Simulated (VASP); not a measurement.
# InPd: In into a neighbouring In vacancy, part 3 of 4

Aim: the barrier for one hop in InPd: In into a neighbouring In vacancy. The start is a computed cell from the Materials Project.

VASP 6.6.1; PBE; plane waves and PAW (In, Pd).

So far. Step 2 (Relax the host): The run ended after 3 ionic steps, 0.008 eV below its first step, once forces and stress met EDIFFG = -0.02. Step 3 (Relax the start): The run ended after 8 ionic steps, 0.048 eV below its first step, once the forces on the free atoms met EDIFFG = -0.05.

**4. Relax the end**

The end state is relaxed in the same way, so that both ends share their errors.

Contents of INCAR:

```
SYSTEM = In7Pd8
PREC = Normal
ENCUT = 280
EDIFF = 1E-05
NELM = 120
ISMEAR = 1
SIGMA = 0.15
LREAL = Auto
ALGO = Fast
GGA = PE
NBANDS = 65
LASPH = .TRUE.
LORBIT = 11
LWAVE = .FALSE.
LCHARG = .FALSE.
NCORE = 5
IBRION = 2
NSW = 60
ISIF = 2
EDIFFG = -0.05
POTIM = 0.4
MAXMIX = 40
ISYM = 0
```

Contents of POSCAR:

```
In7Pd8
1.0
    6.5967753608      0.0000000000      0.0000000000
    0.0000000000      6.5967753608      0.0000000000
    0.0000000000      0.0000000000      6.5967753608
In Pd
7 8
Direct
    0.0002894839      0.0001078898     -0.0015349671
    0.0018001161      0.5027018260      0.0009727429
   -0.0024806976      0.5022182119      0.4984797420
    0.5026654254     -0.0032494283      0.0027724673
    0.4999391719     -0.0037859373      0.4990483245
    0.5001640264      0.5008270445     -0.0029777825
    0.4966426838      0.5006050973      0.4985849158
    0.2507140022      0.2523026994      0.2450012323
    0.2507712499      0.2537128655      0.7490979628
    0.2475417851      0.7522806410      0.2507683952
    0.2527161242      0.7489533804      0.7455074466
    0.7496664711      0.2486483452      0.2523506146
    0.7505870530      0.2450556169      0.7463765233
    0.7526794577      0.7520609009      0.2480589202
    0.7499968203      0.7513508829      0.7514201009
```

Contents of KPOINTS:

```
Automatic mesh
0
Monkhorst-Pack
3 3 3
0 0 0
```

The projector-augmented-wave data sets are In and Pd (PBE family, release 64).

Started as:

```
$ mpirun -np 5 vasp_std
```

What it wrote:

```text
[... set-up lines as in an earlier step ...]
 entering main loop
       N       E                     dE             d eps       ncg     rms          rms(c)
DAV:   1     0.377860637832E+03    0.37786E+03   -0.30334E+04  1820   0.826E+02
DAV:   2    -0.487733567080E+02   -0.42663E+03   -0.40302E+03  2047   0.210E+02
DAV:   3    -0.674331850251E+02   -0.18660E+02   -0.18124E+02  2166   0.416E+01
DAV:   4    -0.677738865597E+02   -0.34070E+00   -0.33965E+00  2104   0.583E+00
DAV:   5    -0.677817983144E+02   -0.79118E-02   -0.79045E-02  2120   0.897E-01    0.151E+01
RMM:   6    -0.668185795103E+02    0.96322E+00   -0.22057E+00  1820   0.605E+00    0.800E+00
RMM:   7    -0.664375058876E+02    0.38107E+00   -0.43347E-01  1820   0.208E+00    0.321E+00
RMM:   8    -0.663337272072E+02    0.10378E+00   -0.21199E-01  1820   0.174E+00    0.999E-01
RMM:   9    -0.663354756798E+02   -0.17485E-02   -0.27760E-02  1831   0.468E-01    0.640E-01
RMM:  10    -0.663351842311E+02    0.29145E-03   -0.10419E-02  1830   0.335E-01    0.239E-01
RMM:  11    -0.663346878309E+02    0.49640E-03   -0.31737E-03  1829   0.191E-01    0.952E-02
RMM:  12    -0.663347452755E+02   -0.57445E-04   -0.68551E-04  1847   0.656E-02    0.477E-02
RMM:  13    -0.663347496547E+02   -0.43792E-05   -0.12868E-04  1787   0.327E-02    0.195E-02
RMM:  14    -0.663347464544E+02    0.32003E-05   -0.32795E-05  1260   0.164E-02
   1 F= -.66334746E+02 E0= -.66331879E+02  d E =-.663347E+02
 curvature:   0.00 expect dE= 0.000E+00 dE for cont linesearch  0.000E+00
 trial: gam= 0.00000 g(F)=  0.164E-01 g(S)=  0.000E+00 ort = 0.000E+00 (trialstep = 0.100E+01)
 search vector abs. value=  0.164E-01
 bond charge predicted
       N       E                     dE             d eps       ncg     rms          rms(c)
DAV:   1    -0.663466448918E+02   -0.11895E-01   -0.19331E+00  1968   0.437E+00    0.227E-01
RMM:   2    -0.663486626533E+02   -0.20178E-02   -0.27473E-02  1820   0.675E-01    0.798E-02
RMM:   3    -0.663491675185E+02   -0.50487E-03   -0.51873E-03  1822   0.284E-01    0.647E-02
RMM:   4    -0.663492335472E+02   -0.66029E-04   -0.11336E-03  1956   0.127E-01    0.597E-02
RMM:   5    -0.663491932891E+02    0.40258E-04   -0.20199E-04  1767   0.556E-02    0.357E-02
RMM:   6    -0.663491777774E+02    0.15512E-04   -0.13397E-04  1811   0.421E-02    0.165E-02
RMM:   7    -0.663491733103E+02    0.44671E-05   -0.16599E-05  1077   0.148E-02
   2 F= -.66349173E+02 E0= -.66346218E+02  d E =-.144269E-01
[...]
3 F= -.66365900E+02 E0= -.66362769E+02  d E =-.311534E-01
[...]
4 F= -.66367604E+02 E0= -.66364386E+02  d E =-.328573E-01
[...]
5 F= -.66367627E+02 E0= -.66364425E+02  d E =-.328803E-01
[...]
6 F= -.66373887E+02 E0= -.66370566E+02  d E =-.625989E-02
 trial-energy change:   -0.006260  1 .order   -0.006442   -0.007986   -0.004898
 step:   4.0403(harm=  4.0403)  dis= 0.01952  next Energy=   -66.377955 (dE=-0.103E-01)
 bond charge predicted
       N       E                     dE             d eps       ncg     rms          rms(c)
DAV:   1    -0.663704101750E+02    0.34751E-02   -0.73303E+00  1820   0.846E+00    0.314E-01
RMM:   2    -0.663767576096E+02   -0.63474E-02   -0.75180E-02  1820   0.118E+00    0.101E-01
RMM:   3    -0.663783284254E+02   -0.15708E-02   -0.15284E-02  1855   0.485E-01    0.296E-02
RMM:   4    -0.663787815766E+02   -0.45315E-03   -0.44350E-03  1994   0.230E-01    0.816E-02
RMM:   5    -0.663788288021E+02   -0.47226E-04   -0.86681E-04  1882   0.103E-01    0.605E-02
RMM:   6    -0.663788493398E+02   -0.20538E-04   -0.22585E-04  1660   0.471E-02    0.679E-02
RMM:   7    -0.663788265778E+02    0.22762E-04   -0.37498E-05  1429   0.219E-02    0.585E-02
RMM:   8    -0.663788061742E+02    0.20404E-04   -0.17645E-05  1069   0.154E-02    0.467E-02
RMM:   9    -0.663787842275E+02    0.21947E-04   -0.28019E-05  1186   0.173E-02    0.271E-02
RMM:  10    -0.663787755707E+02    0.86568E-05   -0.19654E-05  1034   0.159E-02
   7 F= -.66378776E+02 E0= -.66375258E+02  d E =-.111488E-01
 curvature:  -2.50 expect dE=-0.110E-02 dE for cont linesearch -0.266E-03
 trial: gam=-0.06311 g(F)=  0.442E-03 g(S)=  0.000E+00 ort = 0.820E-03 (trialstep = 0.206E+01)
 search vector abs. value=  0.364E-03
 reached required accuracy - stopping structural energy minimisation
```

Wall time 83 s (5 MPI ranks of AMD EPYC 7R43, shared host); peak memory 0.42 GiB.

Parts of OUTCAR (step 4):

```text
 Found     14 irreducible k-points:

   NELECT =     101.0000    total number of electrons

 E-fermi :   7.3860

 k-point     1 :       0.0000    0.0000    0.0000
  band No.  band energies     occupation
    ...
     49       6.2104      2.00000
     50       6.2146      2.00000
     51       6.8047      2.00000
     52       6.8064      2.00000
     53       6.8089      2.00000
     54       8.0939     -0.00000
     55       8.8861     -0.00000
     56       8.8862     -0.00000
     57      10.0345     -0.00000
     58      10.0354     -0.00000
    ...

 k-point     2 :       0.3333    0.0000    0.0000
  band No.  band energies     occupation
    ...
     49       6.5252      2.00000
     50       6.5294      2.00000
     51       7.2454      2.03482
     52       7.3130      1.72578
     53       7.3146      1.71321
     54       8.4221     -0.00000
     55       9.3475     -0.00000
     56       9.3835     -0.00000
     57       9.3845     -0.00000
     58      10.1083     -0.00000
    ...

  Total       -5.3941041     -5.3955004     -5.3934076      0.0343760     -0.0290364     -0.0047050
  in kB      -30.1047356    -30.1125285    -30.1008483      0.1918540     -0.1620532     -0.0262591
  external PRESSURE =     -30.1060375 kB  Pullay stress =       0.0000000 kB

 POSITION                                       TOTAL-FORCE (eV/Angst)
 -----------------------------------------------------------------------------------
      0.00499      0.00563      6.58389        -0.019745     -0.018897      0.010652
      6.59591      3.29907      6.58543         0.009480      0.009130      0.025633
      0.00076      3.29778      3.29516        -0.004220      0.008575     -0.008859
      3.29785      6.59491      6.59079         0.013984      0.031799      0.020789
      3.29541      0.00142      3.29354         0.005792     -0.006408     -0.010200
      3.30737      3.30250      6.59074        -0.029938     -0.017644     -0.011492
      3.30037      3.30077      3.28444        -0.003551     -0.004664      0.030251
      1.67096      1.67665      1.61750         0.010994     -0.002138     -0.005488
      1.67060      1.67319      4.96134         0.027701      0.012257      0.007095
      1.66398      4.93262      1.62606         0.014421     -0.020088     -0.022833
      1.67023      4.92888      4.96074         0.012252     -0.017192      0.006242
      4.93094      1.66794      1.62837        -0.006961     -0.000332     -0.029232
      4.93068      1.66157      4.95569        -0.021062      0.026503      0.015226
      4.93304      4.93013      1.62584        -0.002376      0.003599     -0.013901
      4.92871      4.92937      4.96382        -0.006771     -0.004499     -0.013883
 -----------------------------------------------------------------------------------
    total drift:                               -0.006554      0.009753      0.015591

  FREE ENERGIE OF THE ION-ELECTRON SYSTEM (eV)
  ---------------------------------------------------
  free  energy   TOTEN  =       -66.3787755707 eV

  energy  without entropy=      -66.3682220690  energy(sigma->0) =      -66.37525774

 total charge
# of ion       s       p       d       tot
------------------------------------------
    1        1.189   1.318   0.205   2.712
    2        1.171   1.401   0.237   2.809
    3        1.189   1.318   0.205   2.712
    4        1.171   1.400   0.236   2.807
    5        1.189   1.317   0.205   2.711
    6        1.147   1.428   0.259   2.834
    7        1.171   1.400   0.236   2.807
    8        0.406   0.350   8.601   9.357
    9        0.406   0.351   8.601   9.358
   10        0.405   0.349   8.601   9.355
   11        0.406   0.351   8.601   9.357
   12        0.405   0.349   8.601   9.355
   13        0.406   0.350   8.601   9.356
   14        0.405   0.349   8.601   9.356
   15        0.406   0.351   8.601   9.358
--------------------------------------------------
tot         11.468  12.382  70.393  94.243

[... 6 parts as in an earlier step ...]

[... 6 further parts left out ...]
```

CONTCAR:

```
In7Pd8
   1.00000000000000
     6.5967753607999997    0.0000000000000000    0.0000000000000000
     0.0000000000000000    6.5967753607999997    0.0000000000000000
     0.0000000000000000    0.0000000000000000    6.5967753607999997
  In              Pd
     7     8
Direct
     0.0007558519261300    0.0008530169029702    0.9980460036847675
     0.9998691708923544    0.5001033132207455    0.9982803395843430
     0.0001148974228034    0.4999076029304088    0.4995101001115528
     0.4999188997652869    0.9997170967210517    0.9990928223268924
     0.4995489540927572    0.0002151721713149    0.4992657927716004
     0.5013612846880187    0.5006240783107412    0.9990847099391472
     0.5003000025558888    0.5003615475625705    0.4978851911982141
     0.2533002533275754    0.2541625987427910    0.2451956462888449
     0.2532443832166190    0.2536378770409351    0.7520855630253033
     0.2522415573305307    0.7477313144338918    0.2464931625454775
     0.2531883379488775    0.7471644464637855    0.7519952651659667
     0.7474774927167327    0.2528416910002121    0.2468430006328448
     0.7474378957287623    0.2518762256457180    0.7512286609345108
     0.7477949779641987    0.7473543991835684    0.2464594939321927
     0.7471392138234454    0.7472396557692875    0.7524608866583413
```

Step by step:

| step | energy less that of the first step (eV) | largest force (eV/Å) |
| --- | --- | --- |
| 1 | 0.0000 | 0.2411 |
| 2 | -0.0144 | 0.1942 |
| 3 | -0.0312 | 0.1355 |
| 4 | -0.0329 | 0.1231 |
| 5 | -0.0329 | 0.1393 |
| 6 | -0.0391 | 0.0859 |
| 7 | -0.0440 | 0.0405 |

The atoms that moved most (Å):

| atom | dx | dy | dz | length |
| --- | --- | --- | --- | --- |
| Pd13 | -0.021 | 0.045 | 0.032 | 0.059 |
| Pd10 | 0.031 | -0.030 | -0.028 | 0.052 |
| Pd12 | -0.014 | 0.028 | -0.036 | 0.048 |
| Pd14 | -0.032 | -0.031 | -0.011 | 0.046 |
| Pd11 | 0.003 | -0.012 | 0.043 | 0.045 |
| In4 | -0.018 | 0.020 | -0.024 | 0.036 |
| Pd15 | -0.019 | -0.027 | 0.007 | 0.034 |
| In2 | -0.013 | -0.017 | -0.018 | 0.028 |

Final coordinates:

```xyz
15
Lattice="6.5968 0.0000 0.0000 0.0000 6.5968 0.0000 0.0000 0.0000 6.5968" Properties=species:S:1:pos:R:3 pbc="T T T"
In    0.0050    0.0056   -0.0129
In   -0.0009    3.2991   -0.0113
In    0.0008    3.2978    3.2952
In    3.2979   -0.0019   -0.0060
In    3.2954    0.0014    3.2935
In    3.3074    3.3025   -0.0060
In    3.3004    3.3008    3.2844
Pd    1.6710    1.6767    1.6175
Pd    1.6706    1.6732    4.9613
Pd    1.6640    4.9326    1.6261
Pd    1.6702    4.9289    4.9607
Pd    4.9309    1.6679    1.6284
Pd    4.9307    1.6616    4.9557
Pd    4.9330    4.9301    1.6258
Pd    4.9287    4.9294    4.9638
```

This step gave:

- electronic cycles: 61
- free energy (TOTEN): -66.3788 eV
- energy at zero smearing: -66.3753 eV
- Fermi energy: 7.386 eV

The run ended after 7 ionic steps, 0.044 eV below its first step, once the forces on the free atoms met EDIFFG = -0.05.

[end of part 3 of 4]

[Lines on the potential files, build, host, timing and source positions are cut from VASP's logs without a mark.]

[Logs are printed without paths, hosts, clocks, repeated set-up lines and the standing remarks that a program may print on its own settings, such as how far it seeks lower states.]

[Hosts, paths, dates, database ids (printed as entryN), source tags and the programs' standing remarks are cut or masked in the printed files.]

[Runs that stopped without an error message from VASP are left out.]
